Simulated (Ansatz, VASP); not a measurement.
**One calculation of Al, two programs**

```
CELL_PARAMETERS angstrom
0.00000 3.12976 3.12976
3.12976 0.00000 3.12976
3.12976 3.12976 0.00000
ATOMIC_POSITIONS crystal
Al 0.12500 0.12500 0.12500
Al 0.87500 0.87500 0.87500
```

Alike in both runs: task single point; functional r2SCAN; k mesh 10 × 10 × 10; occupations fermi-dirac, width 0.1 eV; no spin polarisation.

|  | VASP | Ansatz |
| --- | --- | --- |
| version | VASP 6.6.1 | Ansatz 0.2.0 |
| potentials or method | VASP PAW PBE potentials, release 64 (Al) | plane waves (500 eV) with PAW, scalar-relativistic |
| plane-wave cutoff (eV) | 520 | 500 |
| valence electrons in the cell | 6 | 6 |

Ansatz gave:

```
pressure (GPa) : -3.6
```

Q: What did VASP give for the same quantities?

A: Pressure (GPa): -3.7.

Caveats: the PAW data sets were made with another functional, which shifts forces and pressure a little (VASP).
